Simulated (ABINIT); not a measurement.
# Pb (P6_3/mmc) in ABINIT: a series of runs

Runs on Pb. Level: PBEsol. Tasks: band structure.

All numbers are computed with ABINIT 10.8.3 (patched build); they aren't measurements. Logs are shortened: lines on timing, memory, paths and dates and some standing lists are left out, and cuts for length are marked. The log counts tension as positive stress, the text compression.

**1. The structure**

It takes space group P6_3/mmc (No. 194, hexagonal). Conventional cell: a = 3.480 Å, b = 3.480 Å, c = 5.590 Å, α = 90.00°, β = 90.00°, γ = 120.00°. Around Pb (site symmetry -6m2) lie 12 Pb at 3.44 to 3.48 Å.

This isn't the form of Pb at room conditions, which is fcc.

**2. Band structure, PBEsol**

Contents of run.abi:

```
# Datasets: ground state, then fixed potential
ndtset 2

# Pseudopotentials
pp_dirpath "./"
pseudos "Pb.GGA_PBE-JTH.xml"

# Structure
acell 3.48 3.48 5.59 Angstrom
rprim
     1.0000000000     0.0000000000     0.0000000000
    -0.5000000000     0.8660254038     0.0000000000
     0.0000000000     0.0000000000     1.0000000000
ntypat 1
znucl 82
natom 2
typat 1 1
xcart
     3.2881234572     1.8983989628     7.9226767775
    -0.0000000003     3.7967979261     2.6408922592

# Plane-wave basis
ecut 598.650497 eV
pawecutdg 44.0
pawxcdev 0

# Exchange and correlation
ixc -116133

# Bands and occupations
occopt 3
tsmear 0.05 eV

# SCF cycle
nstep 100

# Output
iomode 3
prtwf 0
prteig 0
prtebands 0
enunit 1
prtden1 1
prtvha1 1
prtvclmb1 1
prtpot1 1

# Dataset 1
kptopt1 1
ngkpt1 9 9 5
nshiftk1 1
shiftk1 0.0 0.0 0.0
nband1 18
tolvrs1 1.0e-9

# Dataset 2: bands along G-M-K-G-A-L-H-A
iscf2 -2
getden2 1
nband2 24
nbdbuf2 4
tolwfr2 1.0e-11
kptopt2 -7
ndivsm2 8
prteig2 1
prtvol2 -3
kptbounds2
     0.0000000000     0.0000000000     0.0000000000
     0.5000000000     0.0000000000     0.0000000000
     0.3333333333     0.3333333333     0.0000000000
     0.0000000000     0.0000000000     0.0000000000
     0.0000000000     0.0000000000     0.5000000000
     0.5000000000     0.0000000000     0.5000000000
     0.3333333333     0.3333333333     0.5000000000
     0.0000000000     0.0000000000     0.5000000000
```

Potentials or basis: JTH PAW PBE v2.0.

Started as:

```sh
> abinit run.abi > log 2>&1
```

run.abo:

```text
.Version 10.8.3 of ABINIT
 DATASET    1 : space group P6_3/m m c (#194); Bravais hP (primitive hexag.)
================================================================================
 Values of the parameters that define the memory need for DATASET  1.
     intxc =       0    ionmov =       0      iscf =      17    lmnmax =      18
     lnmax =       6     mgfft =      48  mpssoang =       3    mqgrid =    3155
     natom =       2  nloc_mem =       2    nspden =       1   nspinor =       1
    nsppol =       1      nsym =      24    n1xccc =       1    ntypat =       1
    occopt =       3   xclevel =       2
       mpw =        1965          nfft =       43200          nkpt =          36
 PAW method is used; the additional fine FFT grid is defined by:
   mgfftf=        64    nfftf =    102400
================================================================================
================================================================================

 DATASET    2 : space group P6_3/m m c (#194); Bravais hP (primitive hexag.)
================================================================================
 Values of the parameters that define the memory need for DATASET  2.
     intxc =       0    ionmov =       0      iscf =      -2    lmnmax =      18
     lnmax =       6     mgfft =      48  mpssoang =       3    mqgrid =    3155
     natom =       2  nloc_mem =       2    nspden =       1   nspinor =       1
    nsppol =       1      nsym =      24    n1xccc =       1    ntypat =       1
    occopt =       3   xclevel =       2
       mpw =        1972          nfft =       43200          nkpt =          91
 PAW method is used; the additional fine FFT grid is defined by:
   mgfftf=        64    nfftf =    102400
================================================================================
================================================================================

--------------------------------------------------------------------------------
------------- Echo of variables that govern the present computation ------------
--------------------------------------------------------------------------------
 -outvars: echo values of preprocessed input variables --------
            acell      6.5762469182E+00  6.5762469182E+00  1.0563569044E+01 Bohr
              amu      2.07200000E+02
             ecut      2.20000000E+01 Hartree
           enunit           1
           getden1          0
           getden2          1
             iscf1         17
             iscf2         -2
              ixc     -116133
[... 1034 lines left out ...]
 ------------------------------------------------
 Atom  Sphere_radius  Integrated_density
    1        2.40264         11.39586001
    2        2.40264         11.39586001

================================================================================

 ----iterations are completed or convergence reached----

 Mean square residual over all n,k,spin=   51.826E-13; max=  99.912E-13
 reduced coordinates (array xred) for    2 atoms
       0.666666666330      0.333333332992      0.749999999663
       0.333333332997      0.666666666325      0.249999999663

 cartesian coordinates (angstrom) at end:
    1      1.73999999942332     1.00458946737948     4.19249999811494
    2     -0.00000000057668     2.00917893578748     1.39749999811494
 length scales=  6.576246918159  6.576246918159 10.563569043825 bohr
              =  3.480000000000  3.480000000000  5.590000000000 angstroms
 Eigenvalues (   eV  ) for nkpt=  91  k points:
 kpt#   1, nband= 24, wtk=  1.00000, kpt=  0.0000  0.0000  0.0000 (reduced coord)
  -9.51237   -9.46253   -9.46253   -9.46105   -9.43738   -9.43738   -9.38359   -9.38359
  -9.18510   -9.18510   -4.46736   -0.48664    3.20094   13.09114   13.09114   14.98950
  14.98950   15.66271   16.33378   16.59960   19.14900   19.94413   19.94511   20.33925
 kpt#   2, nband= 24, wtk=  1.00000, kpt=  0.0333  0.0000  0.0000 (reduced coord)
  -9.51130   -9.47055   -9.45970   -9.45206   -9.43671   -9.43464   -9.38494   -9.38477
  -9.18720   -9.18464   -4.44793   -0.47240    3.22430   12.80812   12.99235   14.78425
  15.03959   15.64265   16.51477   16.74255   19.03589   19.76264   19.90036   20.41911
 kpt#   3, nband= 24, wtk=  1.00000, kpt=  0.0667  0.0000  0.0000 (reduced coord)
  -9.50953   -9.47757   -9.45132   -9.44156   -9.43400   -9.42655   -9.38897   -9.38819
  -9.19332   -9.18330   -4.38960   -0.42979    3.29418   12.13058   12.73792   14.31608
  15.14045   15.57167   16.79974   16.97799   18.75203   19.74955   19.81331   19.85444
 kpt#   4, nband= 24, wtk=  1.00000, kpt=  0.1000  0.0000  0.0000 (reduced coord)
  -9.51197   -9.47906   -9.43773   -9.43620   -9.42269   -9.41341   -9.39562   -9.39363
  -9.20304   -9.18125   -4.29230   -0.35916    3.40993   11.28454   12.39941   13.72912
  15.20513   15.41851   16.55737   17.46883   18.39643   19.24213   19.82896   19.88455
 kpt#   5, nband= 24, wtk=  1.00000, kpt=  0.1333  0.0000  0.0000 (reduced coord)
[... 333 lines left out ...]
  -9.25552   -9.25552   -3.00619   -3.00619    8.61570    8.61570   12.45612   12.45612
  13.39840   13.39840   16.40963   16.40963   18.69332   18.69332   20.37771   20.39015
 kpt#  89, nband= 24, wtk=  1.00000, kpt=  0.0392  0.0392  0.5000 (reduced coord)
  -9.48906   -9.48906   -9.47098   -9.47098   -9.46399   -9.46399   -9.25916   -9.25916
  -9.25541   -9.25541   -3.10553   -3.10553    8.57906    8.57906   13.17502   13.17502
  13.74012   13.74012   16.55999   16.55999   18.46125   18.46125   19.72430   19.72521
 kpt#  90, nband= 24, wtk=  1.00000, kpt=  0.0196  0.0196  0.5000 (reduced coord)
  -9.48392   -9.48392   -9.47688   -9.47688   -9.47262   -9.47262   -9.25598   -9.25598
  -9.25503   -9.25503   -3.16522   -3.16522    8.55113    8.55113   13.75685   13.75685
  13.93596   13.93596   16.73695   16.73695   18.19270   18.19270   19.39043   19.41390
 kpt#  91, nband= 24, wtk=  1.00000, kpt=  0.0000  0.0000  0.5000 (reduced coord)
  -9.47942   -9.47942   -9.47942   -9.47942   -9.47784   -9.47784   -9.25486   -9.25486
  -9.25486   -9.25486   -3.18513   -3.18513    8.54097    8.54097   13.99767   13.99767
  13.99767   13.99767   16.80078   16.80078   18.09267   18.09267   19.29389   19.29389

== END DATASET(S) ==============================================================
================================================================================

 -outvars: echo values of variables after computation  --------
            acell      6.5762469182E+00  6.5762469182E+00  1.0563569044E+01 Bohr
           etotal1    -1.2247860282E+02
            fcart1     2.0472507014E-29  1.1819807435E-29 -0.0000000000E+00
                      -2.0472507014E-29 -1.1819807435E-29 -0.0000000000E+00
            rprim      1.0000000000E+00  0.0000000000E+00  0.0000000000E+00
                      -5.0000000000E-01  8.6602540380E-01  0.0000000000E+00
                       0.0000000000E+00  0.0000000000E+00  1.0000000000E+00
           strten1     1.8604722585E-06  1.8604719558E-06 -1.2479720641E-04
                       0.0000000000E+00  0.0000000000E+00  0.0000000000E+00
           xangst      1.7399999994E+00  1.0045894674E+00  4.1924999981E+00
                      -5.7668159459E-10  2.0091789358E+00  1.3974999981E+00
             xred      6.6666666633E-01  3.3333333299E-01  7.4999999966E-01
                       3.3333333300E-01  6.6666666633E-01  2.4999999966E-01
 Calculation completed.
```

Run time: 2.3 min. Hardware: 1 thread of Intel Xeon Platinum 8375C at 2.90GHz (Ice Lake), shared host; peak memory 0.17 GiB.

Results:

```
Free energy                                           : -3332.8126 eV
Pressure                                              : 1.2 GPa
Band gap on the k mesh                                : none (metal or under the smearing width)
Valence electrons inside the program's atomic spheres : Pb 11.40 (radii [1.2714] Å)
```

Levels at the corners of the path, in eV from the Fermi level:
```csv
point,band 12,band 13,band 14,band 15,band 16,band 17
Γ,-7.98,-4.30,5.59,5.59,7.49,7.49
M,-7.15,-2.90,-1.41,-0.50,1.83,1.98
K,-7.31,-2.91,-0.44,-0.44,0.84,1.14
Γ,-7.98,-4.30,5.59,5.59,7.49,7.49
A,-10.68,1.04,1.04,6.50,6.50,6.50
L,-7.55,-3.81,-3.81,3.45,3.45,3.78
H,-7.02,-2.61,-2.61,-1.54,-1.54,5.26
A,-10.68,1.04,1.04,6.50,6.50,6.50
```

Caveat: the PAW data sets were made with another functional, which shifts forces and pressure a little; spin-orbit coupling is left out, which moves the levels of the heavy elements.

**3. Band structure, PBEsol, spin-orbit coupling, no magnetisation**

run.abi, as its differences from that of step 2:

```diff
@@ -33,2 +33,7 @@
 
+# Spin
+nspinor 2
+nspden 1
+pawspnorb 1
+
 # SCF cycle
@@ -48,3 +53,3 @@
 # Dataset 1
-kptopt1 1
+kptopt1 4
 ngkpt1 9 9 5
@@ -52,3 +57,3 @@
 shiftk1 0.0 0.0 0.0
-nband1 18
+nband1 36
 tolvrs1 1.0e-9
@@ -58,4 +63,4 @@
 getden2 1
-nband2 24
-nbdbuf2 4
+nband2 48
+nbdbuf2 8
 tolwfr2 1.0e-11
```

Potentials or basis: JTH PAW PBE v2.0.

Started as:

```sh
> abinit run.abi > log 2>&1
```

It took 13 min on 1 thread of Intel Xeon Platinum 8375C at 2.90GHz (Ice Lake), shared host; peak memory 0.36 GiB.

The run converged. Its results:

- Free energy: -3334.0485 eV
- Pressure: 1.5 GPa
- Band gap on the k mesh: none (metal or under the smearing width)
- Valence electrons inside the program's atomic spheres: Pb 11.43 (radii [1.2714] Å)

Stress tensor (GPa, compression positive):
```
0.99 0.00 0.00
0.00 0.99 0.00
0.00 0.00 2.64
```

Levels at the corners of the path, in eV from the Fermi level:
```
point  band 25  band 26  band 27  band 28  band 29  band 30  band 31  band 32
    Γ    -4.31    -4.31     4.69     4.69     5.54     5.54     6.49     6.49
    M    -2.89    -2.89    -1.72    -1.72    -0.28    -0.28     1.83     1.83
    K    -2.96    -2.96    -1.04    -1.04     0.06     0.06     0.52     0.52
    Γ    -4.31    -4.31     4.69     4.69     5.54     5.54     6.49     6.49
    A     0.90     0.90     0.90     0.90     5.63     5.63     5.63     5.63
    L    -3.83    -3.83    -3.83    -3.83     2.94     2.94     2.94     2.94
    H    -2.94    -2.94    -2.51    -2.51    -1.71    -1.71    -1.09    -1.09
    A     0.90     0.90     0.90     0.90     5.63     5.63     5.63     5.63
```

Caveat: the PAW data sets were made with another functional, which shifts forces and pressure a little.
